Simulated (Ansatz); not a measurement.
## Stationary points along a deformation path in ZnS

These are results of DFT PBE, scalar-relativistic, plane waves, PAW in Ansatz 0.2.0, not measurements. Cutoff 420 eV, Γ-centred 10×10×10 k-points, Gaussian smearing of 0.05 eV. No spin polarisation. Energies are free energies at this smearing, counted from the undisturbed cell; pressure is positive in compression.

Zero of the scan (as given, not relaxed at this level; it stands at 1.4 GPa):

```yaml
crystal:
  lattice:
    - [0.00000, 2.70465, 2.70465]
    - [2.70465, 0.00000, 2.70465]
    - [2.70465, 2.70465, 0.00000]
  atoms:
    - { symbol: Zn, position: [0.00000, 0.00000, 0.00000] }
    - { symbol: S, position: [0.75000, 0.75000, 0.75000] }
```

At fixed volume and fractional coordinates, lengths along (0.000, 0.000, 1.000) are scaled against those across it; ρ is that ratio over its starting value. V = 19.785 Å³/atom. Δσ is the stress along the axis less the mean stress across it (compression positive).

| ρ | ΔE (meV/atom) | Δσ (GPa) | space group |
| --- | --- | --- | --- |
| 0.650 | 200.7 | 10.41 | I-4m2 |
| 0.707 | 136.1 | 8.36 | I-4m2 |
| 0.780 | 76.2 | 6.50 | I-4m2 |
| 0.850 | 35.9 | 4.85 | I-4m2 |
| 0.920 | 10.4 | 2.88 | I-4m2 |
| 0.960 | 2.6 | 1.53 | I-4m2 |
| 1.000 | 0.0 | 0.00 | F-43m |
| 1.050 | 4.2 | -2.17 | I-4m2 |
| 1.100 | 17.1 | -4.61 | I-4m2 |
| 1.200 | 69.3 | -10.22 | I-4m2 |
| 1.300 | 157.2 | -16.64 | I-4m2 |
| 1.414 | 299.1 | -24.56 | I-4m2 |
| 1.500 | 432.8 | -30.41 | I-4m2 |

Question: How does the stress give the slope of the energy, and where is the energy stationary?

Answer: Along the path d ln(length) is 2/3 d ln ρ on the axis and −1/3 d ln ρ across it, so dE/d ln ρ = −(2/3) V Δσ: the energy falls with ρ where Δσ is positive. Δσ vanishes or changes sign at ρ = 1.000 (F-43m), a minimum at 0.0 meV/atom. Pairs of stationary points between two samples would go unseen, and could change a minimum read from distant neighbours into a maximum. At ρ = 1.000 the cell is cubic, where symmetry alone makes the stress isotropic and the slope zero.

Question: Which shear constant sets the curvature at ρ = 1?

Answer: For a cubic crystal E/V = (2/3) C (ln ρ)² with C = C′ = (C11 − C12)/2, so Δσ = −2C ln ρ. The parabola of Δσ against ln ρ through ρ = 0.960, 1 and 1.050 gives C ≈ 20 GPa with the ions clamped, rough because the steps are large. It is the stress–strain coefficient at this cell's pressure of 1.4 GPa, not the zero-pressure constant.

Question: Integrate that slope from ρ = 1 to 0.850 by the trapezoid rule.

Answer: With V/N in Å³ and 1 eV/Å³ = 160.2 GPa the slopes at ρ = 1.000, 0.960, 0.920, 0.850 are 0, -126, -237, -399 meV/atom per unit of ln ρ. The steps add 2.6 + 7.7 + 25.2 = 35.4 meV/atom, against 35.9 from the energies; the trapezoid rule misses the curvature of the slope within each step.

The gap closes along the scan, which can put kinks into the curve.